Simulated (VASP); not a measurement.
# Ge (Fd-3m) in VASP: settings compared

Aim: see how the results for Ge move with the level of theory and the settings. Levels: PBE, LDA. Tasks: phonons.

Everything below comes from runs of VASP 6.6.1. Logs are shortened: lines on timing, memory, paths and dates and some standing lists are left out, and cuts for length are marked.

## (1) Starting point

Symmetry: Fd-3m, No. 227, cubic system. Conventional cell: a = 5.658 Å, b = 5.658 Å, c = 5.658 Å, α = 90.00°, β = 90.00°, γ = 90.00°. Ge (site symmetry -43m) is surrounded by 4 Ge at 2.45 Å.

The cell was built by a generator and needn't be a form met in nature.

## (2) Phonons, PBE

File POSCAR:

```
Ge
1.0
    0.0000000000      2.8290000000      2.8290000000
    2.8290000000      0.0000000000      2.8290000000
    2.8290000000      2.8290000000      0.0000000000
Ge
2
Direct
    0.0000000000      0.0000000000      0.0000000000
    0.2500000000      0.2500000000      0.2500000000
```

File INCAR.step1:

```
PREC = Accurate
ENCUT = 600
EDIFF = 1E-8
ISMEAR = -1
SIGMA = 0.03
LREAL = False
LASPH = True
NELM = 80
ALGO = Normal
ISIF = 3
LWAVE = False
LCHARG = False
GGA = PE
NELECT = 27.81208
IBRION = 2
NSW = 40
EDIFFG = -0.002
```

File INCAR.step2:

```
PREC = Accurate
ENCUT = 600
EDIFF = 1E-8
ISMEAR = -1
SIGMA = 0.03
LREAL = False
LASPH = True
NELM = 80
ALGO = Normal
ISIF = 2
LWAVE = False
LCHARG = False
GGA = PE
NELECT = 27.81208
IBRION = 8
NSW = 1
```

File KPOINTS:

```
regular mesh
0
Gamma
  14 14 14
```

Potentials or basis: VASP PAW PBE potentials, release 64 (Ge_d).

The run is started by

```console
$ cat potpaw_PBE.64/Ge_d/POTCAR > POTCAR
$ cp INCAR.step1 INCAR
$ mpirun -np 1 vasp_std > vasp.out
$ cp CONTCAR POSCAR
$ cp INCAR.step2 INCAR
$ mpirun -np 1 vasp_std > vasp.out
```

OUTCAR:

```text
PREC = Accurate
   ENCUT = 600
   EDIFF = 1E-8
   ISMEAR = -1
   LREAL = False
   LASPH = True
   NELM = 80
   ISIF = 2
   GGA = PE
   NELECT = 27.81208
   IBRION = 8
   NSW = 1

 ion  position               nearest neighbor table
   1  0.000  0.000  0.000-   2 2.42   2 2.42   2 2.42   2 2.42
   2  0.250  0.250  0.250-   1 2.42   1 2.42   1 2.42   1 2.42

  LATTYP: Found a face centered cubic cell.
 ALAT       =     5.5910330603

  Lattice vectors:

 A1 = (   0.0000000000,   2.7955165301,   2.7955165301)
 A2 = (   2.7955165301,   0.0000000000,   2.7955165301)
 A3 = (   2.7955165301,   2.7955165301,   0.0000000000)

Analysis of symmetry for initial positions (statically):
=====================================================================
 Subroutine PRICEL returns:
 Original cell was already a primitive cell.

 Routine SETGRP: Setting up the symmetry group for a
 face centered cubic supercell.

 Subroutine GETGRP returns: Found 48 space group operations
 (whereof 24 operations were pure point group operations)
 out of a pool of 48 trial point group operations.

The static configuration has the point symmetry T_d .
 The point group associated with its full space group is O_h .

Analysis of symmetry for dynamics (positions and initial velocities):
=====================================================================
 Subroutine PRICEL returns:
 Original cell was already a primitive cell.

 Routine SETGRP: Setting up the symmetry group for a
 face centered cubic supercell.

 Subroutine GETGRP returns: Found 48 space group operations
 (whereof 24 operations were pure point group operations)
 out of a pool of 48 trial point group operations.

The dynamic configuration has the point symmetry T_d .
 The point group associated with its full space group is O_h .

[... 666 lines left out ...]
  -------------------------------------------------------------------------------------
  Total        0.0027263      0.0027263      0.0027263      0.0000000     -0.0000000      0.0000000
  in kB        0.0999689      0.0999689      0.0999689      0.0000000     -0.0000000      0.0000000
  external PRESSURE =       0.0999689 kB  Pullay stress =       0.0000000 kB

 VOLUME and BASIS-vectors are now :
 -----------------------------------------------------------------------------
  energy-cutoff  :      600.00
  volume of cell :       43.69
      direct lattice vectors                 reciprocal lattice vectors
     0.000000000  2.795516530  2.795516530    -0.178857823  0.178857823  0.178857823
     2.795516530  0.000000000  2.795516530     0.178857823 -0.178857823  0.178857823
     2.795516530  2.795516530  0.000000000     0.178857823  0.178857823 -0.178857823

 POSITION                                       TOTAL-FORCE (eV/Angst)
 -----------------------------------------------------------------------------------
      0.00000      0.00000      0.00000        -0.000000     -0.000000      0.000000
      1.39776      1.39776      1.39776         0.000000      0.000000     -0.000000
 -----------------------------------------------------------------------------------
    total drift:                               -0.000000      0.000000      0.000000

  FREE ENERGIE OF THE ION-ELECTRON SYSTEM (eV)
  ---------------------------------------------------
  free  energy   TOTEN  =        -9.8530222787 eV

  energy  without entropy=       -9.8518094576  energy(sigma->0) =       -9.85241587

[... ionic steps 2 to 3 ...]

--------------------------------------- Ionic step        4  -------------------------------------------

 Free energy of the ion-electron system (eV)
  ---------------------------------------------------
  ---------------------------------------------------
  free energy    TOTEN  =        -0.19374669 eV

  energy without entropy =       -0.19374669

------------------------ aborting loop because EDIFF is reached ----------------------------------------

 INTERNAL STRAIN TENSOR  FOR ION    1  DIRECTION 1   (eV/Angst):
 -----------------------------------------------------------------------------
    -0.00644  0.00000  0.00000
     0.00000  0.00419 10.86904
     0.00000 10.86904  0.00419

 INTERNAL STRAIN TENSOR FOR ION    2 for displacements in x,y,z  (eV/Angst):
          X           Y           Z          XY          YZ          ZX
  --------------------------------------------------------------------------------
  x     0.00000    -0.00000    -0.00000     0.00000   -10.86904     0.00000
  y    -0.00000     0.00000    -0.00000     0.00000     0.00000   -10.86904
  z    -0.00000    -0.00000     0.00000   -10.86904     0.00000     0.00000

 SECOND DERIVATIVES (NOT SYMMETRIZED)
 ------------------------------------
               1X          1Y          1Z          2X          2Y          2Z
  1X    -9.751721    0.000000    0.000000    9.751721    0.000000    0.000000
  1Y     0.000000   -9.751721    0.000000    0.000000    9.751721    0.000000
  1Z     0.000000    0.000000   -9.751721    0.000000    0.000000    9.751721
  2X     9.751721    0.000000    0.000000   -9.751721    0.000000    0.000000
  2Y     0.000000    9.751721    0.000000    0.000000   -9.751721    0.000000
  2Z     0.000000    0.000000    9.751721    0.000000    0.000000   -9.751721

 Eigenvectors and eigenvalues of the dynamical matrix
 ----------------------------------------------------

   1 f  =    8.102297 THz    50.908231 2PiTHz  270.263522 cm-1    33.508391 meV
             X         Y         Z           dx          dy          dz
      0.000000  0.000000  0.000000     0.000000   -0.707107    0.000000
      1.397758  1.397758  1.397758     0.000000    0.707107    0.000000
[... 21 lines left out ...]
   6 f  =    0.000000 THz     0.000000 2PiTHz    0.000000 cm-1     0.000000 meV
             X         Y         Z           dx          dy          dz
      0.000000  0.000000  0.000000     0.000000    0.000000    0.707107
      1.397758  1.397758  1.397758     0.000000    0.000000    0.707107

--------------------------------------------------------------------------------------------------------

 ELASTIC MODULI CONTR FROM IONIC RELAXATION (kBar)
 Direction    XX          YY          ZZ          XY          YZ          ZX
 --------------------------------------------------------------------------------
 XX          -0.0000     -0.0000     -0.0000     -0.0000      0.0000     -0.0000
 YY          -0.0000     -0.0000     -0.0000     -0.0000     -0.0000      0.0000
 ZZ          -0.0000     -0.0000     -0.0000      0.0000     -0.0000     -0.0000
 XY          -0.0000     -0.0000      0.0000   -444.2172      0.0000      0.0000
 YZ           0.0000     -0.0000     -0.0000      0.0000   -444.2172      0.0000
 ZX          -0.0000      0.0000     -0.0000      0.0000      0.0000   -444.2172
 --------------------------------------------------------------------------------
```

OUTCAR.step1:

```text
PREC = Accurate
   ENCUT = 600
   EDIFF = 1E-8
   ISMEAR = -1
   LREAL = False
   LASPH = True
   NELM = 80
   ISIF = 3
   GGA = PE
   NELECT = 27.81208
   IBRION = 2
   NSW = 40
   EDIFFG = -0.002

[... 790 lines left out ...]
 fundamental gap:      0.0968505181
 Fermi energy:         4.4159526187

 k-point     1 :       0.0000    0.0000    0.0000
  band No.  band energies     occupation
      1     -19.6311      2.00000
      2     -19.6311      2.00000
      3     -19.6311      2.00000
      4     -19.5907      2.00000
      5     -19.5907      2.00000
      6     -19.3618      2.00000
[... 524 lines left out ...]
  FREE ENERGIE OF THE ION-ELECTRON SYSTEM (eV)
  ---------------------------------------------------
  free  energy   TOTEN  =        -9.8532483133 eV

  energy  without entropy=       -9.8520354942  energy(sigma->0) =       -9.85264190

 reached required accuracy - stopping structural energy minimisation
```

OSZICAR.step1:

```text
N       E                     dE             d eps       ncg     rms          rms(c)
DAV:   1     0.165932593781E+03    0.16593E+03   -0.16024E+04  3804   0.437E+03
DAV:   2     0.117968627257E+02   -0.15414E+03   -0.15124E+03  3764   0.570E+02
DAV:   3    -0.920025460719E+01   -0.20997E+02   -0.20843E+02  4044   0.152E+02
DAV:   4    -0.985450372130E+01   -0.65425E+00   -0.65296E+00  4354   0.310E+01
[... 28 lines left out ...]
DAV:   5    -0.985325203264E+01    0.18003E-04   -0.26921E-04  4772   0.336E-01    0.305E-02
DAV:   6    -0.985324821880E+01    0.38138E-05   -0.23596E-05  4764   0.102E-01    0.768E-04
DAV:   7    -0.985324817373E+01    0.45071E-07   -0.10785E-06  5002   0.154E-02    0.108E-03
DAV:   8    -0.985324830858E+01   -0.13485E-06   -0.21419E-07  4854   0.993E-03    0.206E-04
DAV:   9    -0.985324831329E+01   -0.47175E-08   -0.48930E-09  2130   0.134E-03
   3 F= -.98532483E+01 E0= -.98526419E+01  d E =-.126262E-01
```

Run time: 4.5 min. Hardware: 1 thread of Intel Xeon 6975P-C (Granite Rapids), shared host; peak memory 0.82 GiB.

What came out:

```
Relaxed volume                         : 21.85 Å³/atom
Relaxed cell                           : a = 3.953 Å, b = 3.953 Å, c = 3.953 Å, α = 60.00°, β = 60.00°, γ = 60.00°
Space group after relaxing (to 0.05 Å) : Fd-3m (No. 227)
Highest phonon frequency at Γ          : 270 cm⁻¹
```

The path:
```
step  energy change (eV)  largest force (eV/Å)  pressure (GPa)  volume (Å³)
   1              0.0000                0.0000           -2.46        45.28
   2             -0.0103                0.0000            1.18        43.04
   3             -0.0126                0.0000            0.01        43.69
```

Final structure:
```xyz
2
Lattice="0.0000 2.7955 2.7955 2.7955 0.0000 2.7955 2.7955 2.7955 0.0000" Properties=species:S:1:pos:R:3 pbc="T T T"
Ge    0.0000    0.0000    0.0000
Ge    1.3978    1.3978    1.3978
```

Phonon frequencies in cm⁻¹ (negative: imaginary):
| q point | frequencies |
| --- | --- |
| (0.000, 0.000, 0.000) | 0 0 0 270 270 270 |

Caveat: the cell is charged against a uniform background, so pressure and absolute levels hang on convention.

## (3) Phonons, LDA

POSCAR is that of step 2.

File INCAR.step1:

```
PREC = Accurate
ENCUT = 600
EDIFF = 1E-8
ISMEAR = -1
SIGMA = 0.03
LREAL = F
LASPH = T
NELM = 60
ALGO = Fast
ISIF = 3
LWAVE = F
LCHARG = F
IBRION = 2
NSW = 40
EDIFFG = -0.002
```

File INCAR.step2:

```
PREC = Accurate
ENCUT = 600
EDIFF = 1E-8
ISMEAR = -1
SIGMA = 0.03
LREAL = F
LASPH = T
NELM = 60
ALGO = Fast
ISIF = 2
LWAVE = F
LCHARG = F
IBRION = 8
NSW = 1
```

KPOINTS is that of step 2.

Potentials or basis: VASP PAW LDA potentials, release 64 (Ge_d).

The run is started by

```console
$ cat potpaw_LDA.64/Ge_d/POTCAR > POTCAR
$ cp INCAR.step1 INCAR
$ mpirun -np 1 vasp_std > vasp.out
$ cp CONTCAR POSCAR
$ cp INCAR.step2 INCAR
$ mpirun -np 1 vasp_std > vasp.out
```

OUTCAR:

```text
PREC = Accurate
   ENCUT = 600
   EDIFF = 1E-8
   ISMEAR = -1
   LREAL = F
   LASPH = T
   NELM = 60
   ISIF = 2
   IBRION = 8
   NSW = 1

 ion  position               nearest neighbor table
   1  0.000  0.000  0.000-   2 2.44   2 2.44   2 2.44   2 2.44
   2  0.250  0.250  0.250-   1 2.44   1 2.44   1 2.44   1 2.44

  LATTYP: Found a face centered cubic cell.
 ALAT       =     5.6257637951

  Lattice vectors:

 A1 = (   0.0000000000,   2.8128818975,   2.8128818975)
 A2 = (   2.8128818975,   0.0000000000,   2.8128818975)
 A3 = (   2.8128818975,   2.8128818975,   0.0000000000)

Analysis of symmetry for initial positions (statically):
=====================================================================
 Subroutine PRICEL returns:
 Original cell was already a primitive cell.

 Routine SETGRP: Setting up the symmetry group for a
 face centered cubic supercell.

 Subroutine GETGRP returns: Found 48 space group operations
 (whereof 24 operations were pure point group operations)
[... 727 lines left out ...]

 INTERNAL STRAIN TENSOR  FOR ION    1  DIRECTION 1   (eV/Angst):
 -----------------------------------------------------------------------------
    -0.00825  0.00000  0.00000
     0.00000  0.00507  8.19303
     0.00000  8.19303  0.00507

 INTERNAL STRAIN TENSOR FOR ION    2 for displacements in x,y,z  (eV/Angst):
          X           Y           Z          XY          YZ          ZX
  --------------------------------------------------------------------------------
  x     0.00000    -0.00000    -0.00000     0.00000    -8.19303     0.00000
  y     0.00000    -0.00000     0.00000     0.00000     0.00000    -8.19303
  z    -0.00000    -0.00000     0.00000    -8.19303     0.00000     0.00000

 SECOND DERIVATIVES (NOT SYMMETRIZED)
 ------------------------------------
               1X          1Y          1Z          2X          2Y          2Z
  1X   -11.329715    0.000000    0.000000   11.329715    0.000000    0.000000
  1Y     0.000000  -11.329715    0.000000    0.000000   11.329715    0.000000
  1Z     0.000000    0.000000  -11.329715    0.000000    0.000000   11.329715
  2X    11.329715    0.000000    0.000000  -11.329715    0.000000    0.000000
  2Y     0.000000   11.329715    0.000000    0.000000  -11.329715    0.000000
  2Z     0.000000    0.000000   11.329715    0.000000    0.000000  -11.329715

 Eigenvectors and eigenvalues of the dynamical matrix
 ----------------------------------------------------

   1 f  =    8.733272 THz    54.872767 2PiTHz  291.310599 cm-1    36.117895 meV
             X         Y         Z           dx          dy          dz
      0.000000  0.000000  0.000000     0.000000   -0.707107    0.000000
      1.406441  1.406441  1.406441     0.000000    0.707107    0.000000
[... 21 lines left out ...]
   6 f  =    0.000000 THz     0.000000 2PiTHz    0.000000 cm-1     0.000000 meV
             X         Y         Z           dx          dy          dz
      0.000000  0.000000  0.000000     0.000000    0.000000    0.707107
      1.406441  1.406441  1.406441     0.000000    0.000000    0.707107

--------------------------------------------------------------------------------------------------------

 ELASTIC MODULI CONTR FROM IONIC RELAXATION (kBar)
 Direction    XX          YY          ZZ          XY          YZ          ZX
 --------------------------------------------------------------------------------
 XX          -0.0000      0.0000      0.0000     -0.0000      0.0000      0.0000
 YY           0.0000     -0.0000      0.0000     -0.0000     -0.0000     -0.0000
 ZZ           0.0000      0.0000     -0.0000      0.0000     -0.0000      0.0000
 XY          -0.0000     -0.0000      0.0000   -213.2535      0.0000      0.0000
 YZ           0.0000     -0.0000     -0.0000      0.0000   -213.2535      0.0000
 ZX           0.0000     -0.0000      0.0000      0.0000      0.0000   -213.2535
 --------------------------------------------------------------------------------
```

Run time: 8.3 min. Hardware: 1 thread of Intel Xeon Platinum 8488C (Sapphire Rapids), shared host; peak memory 0.81 GiB.

What came out:

```
Relaxed volume                         : 22.26 Å³/atom
Relaxed cell                           : a = 3.978 Å, b = 3.978 Å, c = 3.978 Å, α = 60.00°, β = 60.00°, γ = 60.00°
Space group after relaxing (to 0.05 Å) : Fd-3m (No. 227)
Highest phonon frequency at Γ          : 291 cm⁻¹
```

Step by step:
```
step  energy change (eV)  largest force (eV/Å)  pressure (GPa)  volume (Å³)
   1              0.0000                0.0000           -1.15        45.28
   2             -0.0024                0.0000            0.48        44.23
   3             -0.0028                0.0000           -0.01        44.51
```

Final structure:
```cif
data_structure
_symmetry_space_group_name_H-M 'P 1'
_symmetry_Int_Tables_number 1
_cell_length_a 3.9780
_cell_length_b 3.9780
_cell_length_c 3.9780
_cell_angle_alpha 60.000
_cell_angle_beta 60.000
_cell_angle_gamma 60.000
_cell_volume 44.51
loop_
_atom_site_label
_atom_site_type_symbol
_atom_site_fract_x
_atom_site_fract_y
_atom_site_fract_z
_atom_site_occupancy
Ge1 Ge 0.00000 0.00000 0.00000 1
Ge2 Ge 0.25000 0.25000 0.25000 1
```

Phonon frequencies in cm⁻¹ (negative: imaginary):
```
              q point        frequencies
(0.000, 0.000, 0.000)  0 0 0 291 291 291
```
